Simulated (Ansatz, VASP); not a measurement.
One calculation of BaS, two programs

The input INCAR:

```
ALGO     = Normal         # electronic algorithm
EDIFF    = 1E-8           # SCF threshold, eV
ENCUT    = 520            # plane-wave cutoff, eV
GGA      = PS             # functional
ISIF     = 2              # what is computed and relaxed
ISMEAR   = -1             # smearing method
LASPH    = True           # aspherical terms in the spheres
LCHARG   = False          # write CHGCAR
LEFG     = True         
LREAL    = False          # projectors in reciprocal space
LWAVE    = False          # write WAVECAR
NBANDS   = 15             # bands
NELM     = 60             # most SCF steps
PREC     = Accurate       # precision mode
SIGMA    = 0.02           # smearing width, eV
```

File KPOINTS:

```
k-points
0
Gamma
  8 8 8
```

The input POSCAR:

```
BaS
1.0
    0.0319375000      3.2097187500      3.2097187500
    3.2097187500      0.0319375000      3.2097187500
    3.2097187500      3.2097187500      0.0319375000
Ba S
1 1
Direct
    0.0000000000      0.0000000000      0.0000000000
    0.5000000000      0.5000000000      0.5000000000
```

Input for Ansatz:

```yaml
crystal:
  lattice:
    - [0.0319375, 3.20971875, 3.20971875]
    - [3.20971875, 0.0319375, 3.20971875]
    - [3.20971875, 3.20971875, 0.0319375]
  atoms:
    - { symbol: Ba, position: [0.0, 0.0, 0.0] }
    - { symbol: S, position: [0.5, 0.5, 0.5] }
kpoints:
  mp_grid: { grid: [8, 8, 8] }
scf:
  occupations: { method: fermi_dirac, width: 0.02 }
hamiltonian:
  xc: pbesol
  pseudopotentials: { kind: all_electron, datasets: crystal }
output:
  forces: true
  stress: true
  eigenvalues: true
  efg: { contact_densities: true }
```

Change from the starting cell: equal xy, yz and zx shear strains of +1 %, crystal datasets.

Alike in both runs: task electric field gradients; functional PBEsol; k mesh 8 × 8 × 8; occupations fermi-dirac, width 0.02 eV; no spin polarisation.

```csv
,VASP,Ansatz
version,VASP 6.6.1,Ansatz 0.2.0
potentials or method,"VASP PAW PBE potentials, release 64 (Ba_sv, S)","all-electron PAW with datasets made for the crystal, scalar-relativistic"
plane-wave cutoff (eV),520,see its input
```

Ansatz gave:

```
gap on the k mesh at the Fermi level (eV)                      : 2.07
pressure (GPa)                                                 : -1.2
largest component of the traceless stress (GPa)                : 0.19
Vzz of the field gradient on the site that differs most (V/Å²) : -7.0
```

Problem. What did VASP give for the same quantities?

Solution. gap on the k mesh at the Fermi level (eV): 1.97; pressure (GPa): -0.5; largest component of the traceless stress (GPa): 0.19; Vzz of the field gradient on the site that differs most (V/Å²): -6.9.

Ansatz ran all-electron here, so the differences hold the error of VASP's frozen core and of both bases. Ansatz warned: «gradients_without_spin_orbit».

Caveats: the PAW data sets were made with another functional, which shifts forces and pressure a little (VASP); spin-orbit coupling is left out, which moves the levels of the heavy elements. A k mesh can miss the band edges.
